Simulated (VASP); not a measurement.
# GaN (F-43m) in VASP: notebook, part 3 of 3

VASP 6.6.1. Earlier steps stand in the parts before.

## Step 5: Relaxation of cell and atoms, PBEsol

The input, INCAR:

```
SYSTEM = GaN
PREC     = Accurate       ! precision mode
ENCUT    = 480            ! plane-wave cutoff, eV
EDIFF    = 1E-7           ! SCF threshold, eV
ISMEAR   = 0              ! smearing method
SIGMA    = 0.02           ! smearing width, eV
LREAL    = .False.        ! projectors in reciprocal space
LASPH    = .True.         ! aspherical terms in the spheres
NELM     = 60             ! most SCF steps
ALGO     = Normal         ! electronic algorithm
ISIF     = 3              ! what is computed and relaxed
LWAVE    = .False.        ! write WAVECAR
LCHARG   = .False.        ! write CHGCAR
GGA      = PS             ! functional
IBRION   = 2              ! ionic algorithm
NSW      = 90             ! ionic steps
EDIFFG   = -0.005         ! ionic threshold
```

The input, KPOINTS:

```
regular mesh
0
Gamma
  10 10 10
  0 0 0
```

The input, POSCAR:

```
GaN
1.0
    0.0000000000      2.2535006100      2.2535006100
    2.2535006100      0.0000000000      2.2535006100
    2.2535006100      2.2535006100      0.0000000000
Ga N
1 1
Direct
    0.0000000000      0.0000000000      0.0000000000
    0.2500000000      0.2500000000      0.2500000000
```

Potentials or basis: VASP PAW PBE potentials, release 64 (Ga_d, N_s).

Started as:

```sh
$ cat potpaw_PBE.64/Ga_d/POTCAR potpaw_PBE.64/N_s/POTCAR > POTCAR
$ mpirun -np 1 vasp_std > vasp.out
```

OUTCAR:

```text
SYSTEM = GaN
   PREC = Accurate
   ENCUT = 480
   EDIFF = 1E-7
   ISMEAR = 0
   LREAL = .False.
   LASPH = .True.
   NELM = 60
   ISIF = 3
   GGA = PS
   IBRION = 2
   NSW = 90
   EDIFFG = -0.005

 ion  position               nearest neighbor table
   1  0.000  0.000  0.000-   2 1.95   2 1.95   2 1.95   2 1.95
   2  0.250  0.250  0.250-   1 1.95   1 1.95   1 1.95   1 1.95

  LATTYP: Found a face centered cubic cell.
 ALAT       =     4.5070012200

  Lattice vectors:

 A1 = (   0.0000000000,   2.2535006100,   2.2535006100)
 A2 = (   2.2535006100,   0.0000000000,   2.2535006100)
 A3 = (   2.2535006100,   2.2535006100,   0.0000000000)

Analysis of symmetry for initial positions (statically):
=====================================================================
 Subroutine PRICEL returns:
 Original cell was already a primitive cell.

 Routine SETGRP: Setting up the symmetry group for a
 face centered cubic supercell.

 Subroutine GETGRP returns: Found 24 space group operations
 (whereof 24 operations were pure point group operations)
 out of a pool of 48 trial point group operations.

The static configuration has the point symmetry T_d .

Analysis of symmetry for dynamics (positions and initial velocities):
=====================================================================
 Subroutine PRICEL returns:
 Original cell was already a primitive cell.

 Routine SETGRP: Setting up the symmetry group for a
 face centered cubic supercell.

 Subroutine GETGRP returns: Found 24 space group operations
 (whereof 24 operations were pure point group operations)
 out of a pool of 48 trial point group operations.

The dynamic configuration has the point symmetry T_d .

 Subroutine INISYM returns: Found 24 space group operations
 (whereof 24 operations are pure point group operations),
[... 127 lines left out ...]
 conjugate gradient relaxation of ions
 non-spin polarized calculation
 Gauss-broadening in eV      SIGMA  =   0.02
  energy-cutoff  :      480.00
  volume of cell :       22.89
 maximum number of plane-waves:       568
   NGX = 11   NGY = 11   NGZ = 11

--------------------------------------- Ionic step        1  -------------------------------------------

 number of electron      18.0000002 magnetization

 Free energy of the ion-electron system (eV)
  ---------------------------------------------------
  ext. energy  EPLUGINS =         0.00000000
  ---------------------------------------------------
  free energy    TOTEN  =       -13.12717034 eV

  energy without entropy =      -13.12717034  energy(sigma->0) =      -13.12717034

------------------------ aborting loop because EDIFF is reached ----------------------------------------

  FORCE on cell =-STRESS in cart. coord.  units (eV):
  Direction    XX          YY          ZZ          XY          YZ          ZX
  --------------------------------------------------------------------------------------
  -------------------------------------------------------------------------------------
  Total       -0.1886083     -0.1886083     -0.1886083     -0.0000000      0.0000000     -0.0000000
  in kB      -13.2028703    -13.2028703    -13.2028703     -0.0000000      0.0000000     -0.0000000
  external PRESSURE =     -13.2028703 kB  Pullay stress =       0.0000000 kB
[... 203 lines left out ...]
--------------------------------------- Ionic step        7  -------------------------------------------

 number of electron      18.0000007 magnetization

 Free energy of the ion-electron system (eV)
  ---------------------------------------------------
  ext. energy  EPLUGINS =         0.00000000
  ---------------------------------------------------
  free energy    TOTEN  =       -13.12783328 eV

  energy without entropy =      -13.12783328  energy(sigma->0) =      -13.12783328

 E-fermi :   5.6293     XC(G=0): -11.9402

 val. band max:        5.5364612190   @ k =   0.0000   0.0000   0.0000
 cond. band min:       7.2707160347   @ k =   0.0000   0.0000   0.0000
 fundamental gap:      1.7342548158
 Fermi energy:         5.6292909288

 k-point     1 :       0.0000    0.0000    0.0000
  band No.  band energies     occupation
      1     -10.4542      2.00000
      2      -7.8728      2.00000
      3      -7.8728      2.00000
      4      -7.8728      2.00000
      5      -7.5398      2.00000
      6      -7.5398      2.00000
      7       5.5365      2.00000
      8       5.5365      2.00000
      9       5.5365      2.00000
     10       7.2707      0.00000
     11      15.7946      0.00000
     12      15.7946      0.00000
     13      15.7946      0.00000
[... 354 lines left out ...]
  band No.  band energies     occupation
      1      -9.4210      2.00000
      2      -7.7423      2.00000
      3      -7.6406      2.00000
      4      -7.6398      2.00000
      5      -7.4773      2.00000
      6      -6.6327      2.00000
      7       0.4672      2.00000
      8       3.0087      2.00000
      9       3.3402      2.00000
     10       9.8988      0.00000
     11      12.6691      0.00000
     12      16.2477      0.00000
     13      18.3768      0.00000

 [... further k-points ...]
[... 5 lines left out ...]
  --------------------------------------------------------------------------------------
  -------------------------------------------------------------------------------------
  Total        0.0012651      0.0012651      0.0012651      0.0000000      0.0000000      0.0000000
  in kB        0.0891856      0.0891856      0.0891856      0.0000000      0.0000000      0.0000000
  external PRESSURE =       0.0891856 kB  Pullay stress =       0.0000000 kB
[... 17 lines left out ...]
  FREE ENERGIE OF THE ION-ELECTRON SYSTEM (eV)
  ---------------------------------------------------
  free  energy   TOTEN  =       -13.1278332795 eV

  energy  without entropy=      -13.1278332795  energy(sigma->0) =      -13.12783328

 reached required accuracy - stopping structural energy minimisation
```

OSZICAR:

```text
N       E                     dE             d eps       ncg     rms          rms(c)
DAV:   1     0.752386427790E+02    0.75239E+02   -0.94898E+03  1347   0.234E+03
DAV:   2    -0.991438074743E+01   -0.85153E+02   -0.80410E+02  1337   0.340E+02
DAV:   3    -0.149109899084E+02   -0.49966E+01   -0.49745E+01  1387   0.824E+01
DAV:   4    -0.149716617102E+02   -0.60672E-01   -0.60657E-01  1390   0.993E+00
[... 51 lines left out ...]
DAV:   1    -0.131278535149E+02   -0.22274E-04   -0.29416E-04  1367   0.486E-01    0.345E-02
DAV:   2    -0.131278375552E+02    0.15960E-04   -0.29152E-05  1457   0.187E-01    0.134E-02
DAV:   3    -0.131278337206E+02    0.38346E-05   -0.44475E-06  1477   0.778E-02    0.471E-03
DAV:   4    -0.131278332742E+02    0.44642E-06   -0.58471E-07  1320   0.121E-02    0.134E-03
DAV:   5    -0.131278332795E+02   -0.52764E-08   -0.32514E-08   626   0.221E-03
   7 F= -.13127833E+02 E0= -.13127833E+02  d E =-.482736E-05
```

It took 19 s on 1 thread of Intel Xeon 6975P-C (Granite Rapids), shared host; peak memory 0.14 GiB.

What came out:

```
Free energy                            : -13.1278 eV
Relaxed volume                         : 11.36 Å³/atom
Relaxed cell                           : a = 3.179 Å, b = 3.179 Å, c = 3.179 Å, α = 60.00°, β = 60.00°, γ = 60.00°
Space group after relaxing (to 0.05 Å) : F-43m (No. 216)
Energy gained by relaxing              : 0.3 meV/atom
Ionic steps                            : 7
Pressure after relaxing                : 0.0 GPa
Band gap on the k mesh                 : 1.73 eV, direct
```

The path:
```csv
step,energy change (eV),largest force (eV/Å),pressure (GPa),volume (Å³)
1,0.0000,0.0000,-1.32,22.89
2,-0.0001,0.0000,1.61,22.58
3,-0.0007,0.0000,-0.16,22.72
4,-0.0007,0.0000,0.20,22.71
5,-0.0007,0.0000,0.11,22.71
6,-0.0007,0.0000,-0.11,22.74
7,-0.0007,0.0000,0.01,22.73
```

Final structure:
```yaml
crystal:
  lattice:
    - [0.00000, 2.24824, 2.24824]
    - [2.24824, 0.00000, 2.24824]
    - [2.24824, 2.24824, 0.00000]
  atoms:
    - { symbol: Ga, position: [0.00000, 0.00000, 0.00000] }
    - { symbol: N, position: [0.25000, 0.25000, 0.25000] }
```

Caveat: the PAW data sets were made with another functional, which shifts forces and pressure a little.

## Step 6: Relaxation of cell and atoms, RPBE

INCAR, as its differences from that of step 5:

```diff
@@ -2,3 +2,3 @@
 PREC     = Accurate       ! precision mode
-ENCUT    = 480            ! plane-wave cutoff, eV
+ENCUT    = 600            ! plane-wave cutoff, eV
 EDIFF    = 1E-7           ! SCF threshold, eV
@@ -13,3 +13,3 @@
 LCHARG   = .False.        ! write CHGCAR
-GGA      = PS             ! functional
+GGA      = RP             ! functional
 IBRION   = 2              ! ionic algorithm
```

KPOINTS is that of step 5.

POSCAR is that of step 5.

Potentials or basis: VASP PAW PBE potentials, release 64 (Ga_d, N).

Started as:

```sh
$ cat potpaw_PBE.64/Ga_d/POTCAR potpaw_PBE.64/N/POTCAR > POTCAR
$ mpirun -np 1 vasp_std > vasp.out
```

It took 24 s on 1 thread of Intel Xeon 6975P-C (Granite Rapids), shared host; peak memory 0.17 GiB.

It converged, with:

| Property | Result |
| --- | --- |
| Free energy | -11.3355 eV |
| Relaxed volume | 12.03 Å³/atom |
| Relaxed cell | a = 3.241 Å, b = 3.241 Å, c = 3.241 Å, α = 60.00°, β = 60.00°, γ = 60.00° |
| Space group after relaxing (to 0.05 Å) | F-43m (No. 216) |
| Energy gained by relaxing | 15.5 meV/atom |
| Ionic steps | 3 |
| Pressure after relaxing | 0.0 GPa |
| Band gap on the k mesh | 1.46 eV, direct |

Step by step:
```tsv
step	energy change (eV)	largest force (eV/Å)	pressure (GPa)	volume (Å³)
1	0.0000	0.0000	8.85	22.89
2	-0.0124	0.0000	-5.70	25.05
3	-0.0309	0.0000	-0.03	24.06
```

Final structure:
```xyz
2
Lattice="0.0000 2.2914 2.2914 2.2914 0.0000 2.2914 2.2914 2.2914 0.0000" Properties=species:S:1:pos:R:3 pbc="T T T"
Ga    0.0000    0.0000    0.0000
N     1.1457    1.1457    1.1457
```

Levels at points of the mesh, in eV from the valence-band top:
| k point | band 5 | band 6 | band 7 | band 8 | band 9 | band 10 | band 11 | band 12 | band 13 |
| --- | --- | --- | --- | --- | --- | --- | --- | --- | --- |
| (0.00, 0.00, 0.00) | -13.15 | -13.15 | 0.00 | 0.00 | 0.00 | 1.46 | 10.06 | 10.06 | 10.06 |
| (0.50, 0.00, 0.00) | -13.11 | -11.92 | -6.68 | -0.90 | -0.90 | 4.38 | 8.56 | 10.17 | 10.17 |
| (0.50, 0.50, 0.00) | -13.08 | -11.50 | -5.89 | -2.52 | -2.52 | 3.40 | 6.45 | 11.50 | 13.54 |

Caveat: the PAW data sets were made with another functional, which shifts forces and pressure a little.

## Step 7: Summary

```tsv
task	level	potentials or basis	cell	k mesh	cutoff (eV)	mesh quality	gap on the mesh (eV)	pressure (GPa)	relaxed volume (Å³/atom)
relaxation of cell and atoms	PBEsol	VASP PAW PBE potentials, release 64 (Ga_d, N)	relaxed	4 × 4 × 4	600	coarse	1.72	0.1	11.34
single point	PBEsol	VASP PAW PBE potentials, release 64 (Ga_d, N)	as given	10 × 10 × 10	520	not flagged	1.68	-1.3	-
relaxation of cell and atoms	PBEsol	VASP PAW PBE potentials, release 64 (Ga, N)	relaxed	10 × 10 × 10	580	not flagged	1.59	0.0	11.75
relaxation of cell and atoms	PBEsol	VASP PAW PBE potentials, release 64 (Ga_d, N_s)	relaxed	10 × 10 × 10	480	not flagged	1.73	0.0	11.36
relaxation of cell and atoms	RPBE	VASP PAW PBE potentials, release 64 (Ga_d, N)	relaxed	10 × 10 × 10	600	not flagged	1.46	0.0	12.03
```

Alike in all rows: no spin polarisation; smearing gaussian 0.02 eV.

Caveats: some runs use coarse meshes; the PAW data sets were made with another functional, which shifts forces and pressure a little.

Total energies depend on the potentials used, so only differences within one code and one set of settings carry meaning.

## Step 8: Against experiment

Step 3. A measured gap of GaN is 3.299 eV (direct; 0 K; a printed reference work, textbook); the calculated 1.68 eV misses it by -1.62 eV. Spin-orbit coupling on Ga is left out. The value is that of PBEsol, without temperature or zero-point motion. Semilocal functionals fall short of measured gaps as a rule. The cell is a database's relaxed one, not the measured one, which moves gaps too.
